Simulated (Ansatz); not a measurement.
Input of an Ansatz 0.2.0 run:

File input.yaml:

```yaml
crystal:
  lattice:
    - [-1.66395, 1.66395, 1.66395]
    - [1.66395, -1.66395, 1.66395]
    - [1.66395, 1.66395, -1.66395]
  atoms:
    - { symbol: Nb, position: [0.0, 0.0, 0.0] }
kpoints:
  mp_grid: { grid: [8, 8, 8] }
  band_path:
    path:
      - [0.0, 0.0, 0.0]
      - [0.5, -0.5, 0.5]
      - [0.0, 0.0, 0.5]
      - [0.0, 0.0, 0.0]
      - [0.25, 0.25, 0.25]
      - [0.5, -0.5, 0.5]
    npoints: 10
scf:
  occupations: { method: fermi_dirac, width: 0.05 }
hamiltonian:
  xc: pbe
  pseudopotentials: { kind: all_electron, lapw: { basis_error: 0.001 } }
magnetization:
  noncollinear: true
  spin_orbit: true
output:
  forces: true
  stress: true
  eigenvalues: true
```

Potentials or basis: all-electron LAPW, relativistic spinors.

Launch:

```sh
$ ansatz run input.yaml --threads 1 --pin off --max-ram 3072MiB --backend cpu --events-out ev --progress --plain --runs-dir out
```

(1) Estimate the band gap along the path.

(2) Estimate the pressure.

Answers

(1) none (metal or under the smearing width).

(2) -2.3 GPa.
